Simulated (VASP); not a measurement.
# Al (Im-3m) in VASP: a series of runs

One crystal, Al, is run at these levels: PBE; tasks: single point.

Program: VASP 6.6.1. These are calculated values, not measurements. Logs are shortened: lines on timing, memory, paths and dates and some standing lists are left out, and cuts for length are marked.

### Step 1. The crystal as given

It takes space group Im-3m (No. 229, cubic). The conventional cell has a = 3.182 Å, b = 3.182 Å, c = 3.182 Å, α = 90.00°, β = 90.00°, γ = 90.00°. Al (site symmetry m-3m) has 8 Al at 2.76 Å as nearest neighbours.

This isn't the form of Al at room conditions, which is fcc.

### Step 2. Single point, PBE

INCAR

```
PREC     = Accurate       # precision mode
ENCUT    = 520            # plane-wave cutoff, eV
EDIFF    = 1E-6           # SCF threshold, eV
ISMEAR   = 0              # smearing method
SIGMA    = 0.1            # smearing width, eV
LREAL    = False          # projectors in reciprocal space
LASPH    = True           # aspherical terms in the spheres
NELM     = 100            # most SCF steps
ALGO     = Normal         # electronic algorithm
ISIF     = 2              # what is computed and relaxed
LWAVE    = False          # write WAVECAR
LCHARG   = False          # write CHGCAR
GGA      = PE             # functional
NBANDS   = 8              # bands
```

KPOINTS

```
Automatic mesh
0
Gamma
  6 6 6
```

POSCAR

```
Al
1.0
   -1.5912186900      1.5912186900      1.5912186900
    1.5912186900     -1.5912186900      1.5912186900
    1.5912186900      1.5912186900     -1.5912186900
Al
1
Direct
    0.0000000000      0.0000000000      0.0000000000
```

Potentials or basis: VASP PAW PBE potentials, release 64 (Al).

Launch:

```console
> cat potpaw_PBE.64/Al/POTCAR > POTCAR
> mpirun -np 1 vasp_std > vasp.out
```

OUTCAR:

```text
PREC = Accurate
   ENCUT = 520
   EDIFF = 1E-6
   ISMEAR = 0
   LREAL = False
   LASPH = True
   NELM = 100
   ISIF = 2
   GGA = PE

 ion  position               nearest neighbor table
   1  0.000  0.000  0.000-

  LATTYP: Found a body centered cubic cell.
 ALAT       =     3.1824373800

  Lattice vectors:

 A1 = (  -1.5912186900,   1.5912186900,   1.5912186900)
 A2 = (   1.5912186900,  -1.5912186900,   1.5912186900)
 A3 = (   1.5912186900,   1.5912186900,  -1.5912186900)

Analysis of symmetry for initial positions (statically):
=====================================================================
 Subroutine PRICEL returns:
 Original cell was already a primitive cell.

 Routine SETGRP: Setting up the symmetry group for a
 body centered cubic supercell.

 Subroutine GETGRP returns: Found 48 space group operations
 (whereof 48 operations were pure point group operations)
 out of a pool of 48 trial point group operations.

The static configuration has the point symmetry O_h .

Analysis of symmetry for dynamics (positions and initial velocities):
=====================================================================
 Subroutine PRICEL returns:
 Original cell was already a primitive cell.

 Routine SETGRP: Setting up the symmetry group for a
 body centered cubic supercell.

 Subroutine GETGRP returns: Found 48 space group operations
 (whereof 48 operations were pure point group operations)
 out of a pool of 48 trial point group operations.

The dynamic configuration has the point symmetry O_h .

 Subroutine INISYM returns: Found 48 space group operations
 (whereof 48 operations are pure point group operations),
 and found     1 'primitive' translations

----------------------------------------------------------------------------------------

                                     Primitive cell

  volume of cell :      16.1157

  direct lattice vectors                    reciprocal lattice vectors
    -1.591218690  1.591218690  1.591218690     0.000000000  0.314224565  0.314224565
     1.591218690 -1.591218690  1.591218690     0.314224565  0.000000000  0.314224565
     1.591218690  1.591218690 -1.591218690     0.314224565  0.314224565  0.000000000

  length of vectors
     2.756071617  2.756071617  2.756071617     0.444380641  0.444380641  0.444380641

  position of ions in fractional coordinates (direct lattice)
     0.000000000  0.000000000  0.000000000

  ion indices of the primitive-cell ions
   primitive index   ion index
                 1           1

----------------------------------------------------------------------------------------

 KPOINTS: Automatic mesh

Automatic generation of k-mesh.
 Grid dimensions read from file:
 generate k-points for:    6    6    6

 Generating k-lattice:

  Cartesian coordinates                     Fractional coordinates (reciprocal lattice)
     0.000000000  0.052370761  0.052370761     0.166666667  0.000000000  0.000000000
     0.052370761  0.000000000  0.052370761     0.000000000  0.166666667  0.000000000
     0.052370761  0.052370761  0.000000000     0.000000000  0.000000000  0.166666667

  Length of vectors
     0.074063440  0.074063440  0.074063440

  Shift w.r.t. Gamma in fractional coordinates (k-lattice)
     0.000000000  0.000000000  0.000000000

 Subroutine IBZKPT returns following result:
 ===========================================

 Found     16 irreducible k-points:

 Following reciprocal coordinates:
            Coordinates               Weight
  0.000000  0.000000  0.000000      1.000000
  0.166667  0.000000  0.000000     12.000000
  0.333333  0.000000  0.000000     12.000000
  0.500000  0.000000  0.000000      6.000000
  0.166667  0.166667  0.000000     24.000000
  0.333333  0.166667  0.000000     48.000000
[... 8 lines left out ...]
  0.500000  0.500000  0.333333     12.000000
  0.500000  0.500000  0.500000      1.000000
   k-points           NKPTS =     16   k-points in BZ     NKDIM =     16   number of bands    NBANDS=      8
   number of dos      NEDOS =    301   number of ions     NIONS =      1
   total plane-waves  NPLWV =   8000
   dimension x,y,z NGX =    20 NGY =   20 NGZ =   20
   dimension x,y,z NGXF=    40 NGYF=   40 NGZF=   40
   ions per type =               1
   NGX,Y,Z   is equivalent  to a cutoff of  12.06, 12.06, 12.06 a.u.
   NGXF,Y,Z  is equivalent  to a cutoff of  24.13, 24.13, 24.13 a.u.
 SYSTEM =  unknown system
   PREC   = accura    normal or accurate (medium, high low for compatibility)
   ISTART =      0    job   : 0-new  1-cont  2-samecut
   ICHARG =      2    charge: 1-file 2-atom 10-const
   ISPIN  =      1    spin polarized calculation?
   LNONCOLLINEAR =      F non collinear calculations
   LSORBIT =      F    spin-orbit coupling
   LASPH  =      T    aspherical Exc in radial PAW
   ENCUT  =  520.0 eV  38.22 Ry    6.18 a.u.   5.12  5.12  5.12*2*pi/ulx,y,z
   NELM   =    100;   NELMIN=  2; NELMDL= -5     # of ELM steps
   EDIFF  = 0.1E-05   stopping-criterion for ELM
   LREAL  =      F    real-space projection
   EDIFFG = 0.1E-04   stopping-criterion for IOM
   NSW    =      0    number of steps for IOM
   IBRION =     -1    ionic relax: 0-MD 1-quasi-New 2-CG
   NFREE  =      0    steps in history (QN), initial steepest desc. (CG)
   ISIF   =      2    stress and relaxation
   ISYM   =      2    0-nonsym 1-usesym 2-fastsym
   POTIM  = 0.5000    time-step for ionic-motion
   TEBEG  =    0.0;   TEEND  =   0.0 temperature during run
   PSTRESS=    0.0 pullay stress
   NELECT =       3.0000    total number of electrons
   NUPDOWN=      -1.0000    fix difference up-down
   EMIN   =  10.00;   EMAX   =-10.00  energy-range for DOS
   EFERMI =   0.00;   METHOD = LEGACY
   ISMEAR =     0;   SIGMA  =   0.10  broadening in eV -4-tet -1-fermi 0-gaus
   EFERMI_NEDOS =   21; number of points for ismear=-14 and -15
   IALGO  =     38    algorithm
   IMIX   =      4    mixing-type and parameters
     AMIX     =   0.40;   BMIX     =  1.00
     AMIX_MAG =   1.60;   BMIX_MAG =  1.00
  volume/ion in A,a.u.               =      16.12       108.75
  Fermi-wavevector in a.u.,A,eV,Ry     =   0.934757  1.766435 11.888371  0.873771
  Thomas-Fermi vector in A             =   2.061595
   LORBIT       =      0    0 simple, 1 ext, 2 COOP (PROOUT), +10 PAW based schemes
   GGA     = PE    functional components
   LHFCALC =     F    Hartree Fock is set to
   AEXX    =    0.0000 exact exchange contribution
   IVDW    =     0    specifies the selected vdW correction
   LEPSILON=     F    determine dielectric tensor
   LRPA    =     F    only Hartree local field effects (RPA)
 non-spin polarized calculation
 Gauss-broadening in eV      SIGMA  =   0.10
  energy-cutoff  :      520.00
  volume of cell :       16.12
 maximum number of plane-waves:       466
   NGX = 11   NGY = 11   NGZ = 11

 number of electron       3.0000000 magnetization

 Free energy of the ion-electron system (eV)
  ---------------------------------------------------
  ext. energy  EPLUGINS =         0.00000000
  ---------------------------------------------------
  free energy    TOTEN  =        -3.69575094 eV

  energy without entropy =       -3.69251627  energy(sigma->0) =       -3.69413361

 E-fermi :   8.2755     XC(G=0): -10.2859

 val. band max:        7.4176565372   @ k =   0.5000   0.5000   0.3333
 cond. band min:       8.3568353533   @ k =  -0.3333   0.5000   0.1667
 fundamental gap:      0.9391788161
 Fermi energy:         8.2754933685

 k-point     1 :       0.0000    0.0000    0.0000
  band No.  band energies     occupation
      1      -3.0445      2.00000
      2      21.6657      0.00000
      3      21.6657      0.00000
      4      21.6657      0.00000
      5      23.3078      0.00000
      6      23.3078      0.00000
      7      23.3078      0.00000
      8      24.7548      0.00000

 k-point     2 :       0.1667    0.0000    0.0000
  band No.  band energies     occupation
      1      -2.2343      2.00000
      2      16.0315      0.00000
      3      19.1296      0.00000
      4      19.5243      0.00000
      5      21.1205      0.00000
      6      22.3113      0.00000
      7      25.0533      0.00000
      8      25.3395      0.00000

 k-point     3 :       0.3333    0.0000    0.0000
  band No.  band energies     occupation
      1       0.1682      2.00000
      2       9.4601      0.00000
      3      17.2316      0.00000
      4      17.3440      0.00000
      5      19.0923      0.00000
      6      20.5489      0.00000
      7      27.1726      0.00000
      8      27.7051      0.00000

 k-point     4 :       0.5000    0.0000    0.0000
  band No.  band energies     occupation
      1       3.8431      2.00000
      2       4.3665      2.00000
      3      16.5792      0.00000
      4      16.5994      0.00000
      5      18.3968      0.00000
      6      19.8790      0.00000
      7      29.2209      0.00000
      8      30.5867      0.00000

 k-point     5 :       0.1667    0.1667    0.0000
  band No.  band energies     occupation
      1      -0.6280      2.00000
      2      12.8655      0.00000
      3      13.4663      0.00000
      4      17.5225      0.00000
      5      22.0538      0.00000
      6      22.4816      0.00000
      7      26.4528      0.00000
      8      26.7136      0.00000
[... 89 lines left out ...]
 k-point    14 :      -0.3333    0.3333    0.3333
  band No.  band energies     occupation
      1       3.3078      2.00000
      2      11.5786      0.00000
      3      11.5786      0.00000
      4      12.8284      0.00000
      5      14.6523      0.00000
      6      21.5242      0.00000
      7      27.9398      0.00000
      8      29.6963      0.00000

 k-point    15 :       0.5000    0.5000    0.3333
  band No.  band energies     occupation
      1       6.8529      2.00000
      2       7.4177      2.00000
      3      10.8694      0.00000
      4      12.8298      0.00000
      5      16.0333      0.00000
      6      17.2836      0.00000
      7      28.0439      0.00000
      8      30.5531      0.00000

 k-point    16 :       0.5000    0.5000    0.5000
  band No.  band energies     occupation
      1      10.1607      0.00000
      2      10.1607      0.00000
      3      10.1607      0.00000
      4      11.2007      0.00000
      5      11.2007      0.00000
      6      14.1270      0.00000
      7      33.8037      0.00000
      8      33.8037      0.00000

------------------------ aborting loop because EDIFF is reached ----------------------------------------

  FORCE on cell =-STRESS in cart. coord.  units (eV):
  Direction    XX          YY          ZZ          XY          YZ          ZX
  --------------------------------------------------------------------------------------
  -------------------------------------------------------------------------------------
  Total        0.4285089      0.4285089      0.4285089      0.0000000     -0.0000000      0.0000000
  in kB       42.6011056     42.6011056     42.6011056      0.0000000     -0.0000000      0.0000000
  external PRESSURE =      42.6011056 kB  Pullay stress =       0.0000000 kB

 VOLUME and BASIS-vectors are now :
 -----------------------------------------------------------------------------
  energy-cutoff  :      520.00
  volume of cell :       16.12
      direct lattice vectors                 reciprocal lattice vectors
    -1.591218690  1.591218690  1.591218690     0.000000000  0.314224565  0.314224565
     1.591218690 -1.591218690  1.591218690     0.314224565  0.000000000  0.314224565
     1.591218690  1.591218690 -1.591218690     0.314224565  0.314224565  0.000000000

 POSITION                                       TOTAL-FORCE (eV/Angst)
 -----------------------------------------------------------------------------------
      0.00000      0.00000      0.00000         0.000000      0.000000     -0.000000
 -----------------------------------------------------------------------------------
    total drift:                                0.000000      0.000000     -0.000000

  FREE ENERGIE OF THE ION-ELECTRON SYSTEM (eV)
  ---------------------------------------------------
  free  energy   TOTEN  =        -3.6957509433 eV

  energy  without entropy=       -3.6925162672  energy(sigma->0) =       -3.69413361
```

Wall time 2.5 s (1 thread of Intel Xeon Platinum 8259CL at 2.50GHz (Skylake/Cascade Lake), shared host); peak memory 0.11 GiB.

What came out:

```yaml
Free_energy: -3.6958 eV
Pressure: 4.3 GPa
Band_gap_on_the_k_mesh: none (metal or under the smearing width)
```

Levels at points of the mesh, in eV from the Fermi level:
```csv
k point,band 1,band 2,band 3,band 4,band 5
"(0.00, 0.00, 0.00)",-11.32,13.39,13.39,13.39,15.03
"(0.50, 0.00, 0.00)",-4.43,-3.91,8.30,8.32,10.12
"(0.50, 0.50, 0.50)",1.89,1.89,1.89,2.93,2.93
```

Caveat: the k mesh is coarse (spacing up to 0.47 Å⁻¹), so the values aren't converged.

### Step 3. Single point, PBE

INCAR

```
SYSTEM = Al
PREC     = Accurate       ! precision mode
ENCUT    = 520            ! plane-wave cutoff, eV
EDIFF    = 1E-6           ! SCF threshold, eV
ISMEAR   = 0              ! smearing method
SIGMA    = 0.1            ! smearing width, eV
LREAL    = .False.        ! projectors in reciprocal space
LASPH    = .True.         ! aspherical terms in the spheres
NELM     = 100            ! most SCF steps
ALGO     = Normal         ! electronic algorithm
ISIF     = 2              ! what is computed and relaxed
LWAVE    = .False.        ! write WAVECAR
LCHARG   = .True.         ! write CHGCAR
GGA      = PE             ! functional
LELF     = .True.         ! ELF
LVHAR    = .True.       
NBANDS   = 8              ! bands
```

KPOINTS

```
regular mesh
0
Gamma
  10 10 10
  0 0 0
```

POSCAR is that of step 2.

Potentials or basis: VASP PAW PBE potentials, release 64 (Al).

Launch:

```console
> cat potpaw_PBE.64/Al/POTCAR > POTCAR
> mpirun -np 1 vasp_std > vasp.out
```

Run time: 4.5 s. Hardware: 1 thread of Intel Xeon Platinum 8259CL at 2.50GHz (Skylake/Cascade Lake), shared host; peak memory 0.12 GiB.

The run converged. Its results:

| Item | Value |
| --- | --- |
| Free energy | -3.6555 eV |
| Pressure | 4.3 GPa |
| Band gap on the k mesh | none (metal or under the smearing width) |

Levels at points of the mesh, in eV from the Fermi level:
```
           k point  band 1  band 2  band 3  band 4
(0.00, 0.00, 0.00)  -11.26   13.45   13.45   13.45
(0.50, 0.00, 0.00)   -4.37   -3.85    8.36    8.38
(0.50, 0.50, 0.50)    1.94    1.94    1.94    2.98
```

### Step 4. Single point, PBE

INCAR

```
SYSTEM = Al
PREC = Accurate
ENCUT = 520
EDIFF = 1E-6
ISMEAR = 0
SIGMA = 0.39
LREAL = .FALSE.
LASPH = .TRUE.
NELM = 100
ALGO = Normal
ISIF = 2
LWAVE = .FALSE.
LCHARG = .FALSE.
GGA = PE
NBANDS = 8
```

KPOINTS

```
regular mesh
0
G
  10 10 10
  0 0 0
```

POSCAR is that of step 3.

Launch:

```console
> cat potpaw_PBE.64/Al/POTCAR > POTCAR
> mpirun -np 1 vasp_std > vasp.out
```

Run time: 4.9 s. Hardware: 1 thread of Intel Xeon Platinum 8259CL at 2.50GHz (Skylake/Cascade Lake), shared host; peak memory 0.12 GiB.

Results (log left out):

| Quantity | Value |
| --- | --- |
| Free energy | -3.6669 eV |
| Pressure | 4.2 GPa |
| Band gap on the k mesh | none (metal or under the smearing width) |

Levels at points of the mesh, in eV from the Fermi level:
| k point | band 1 | band 2 | band 3 | band 4 | band 5 | band 6 |
| --- | --- | --- | --- | --- | --- | --- |
| (0.00, 0.00, 0.00) | -11.28 | 13.43 | 13.43 | 13.43 | 15.07 | 15.07 |
| (0.50, 0.00, 0.00) | -4.40 | -3.87 | 8.34 | 8.36 | 10.16 | 11.64 |
| (0.50, 0.50, 0.50) | 1.92 | 1.92 | 1.92 | 2.96 | 2.96 | 5.89 |

### Step 5. Summary

| k mesh | smearing | mesh quality | gap on the mesh (eV) | pressure (GPa) |
| --- | --- | --- | --- | --- |
| 6 × 6 × 6 | gaussian 0.1 eV | coarse | none | 4.3 |
| 10 × 10 × 10 | gaussian 0.1 eV | not flagged | none | 4.3 |
| 10 × 10 × 10 | gaussian 0.39 eV | not flagged | none | 4.2 |

Alike in all rows: task single point; level PBE; potentials or basis VASP PAW PBE potentials, release 64 (Al); no spin polarisation; cell as given; cutoff (eV) 520.

Caveats: some runs use coarse meshes.

Absolute energies hang on the potentials; compare differences alone.
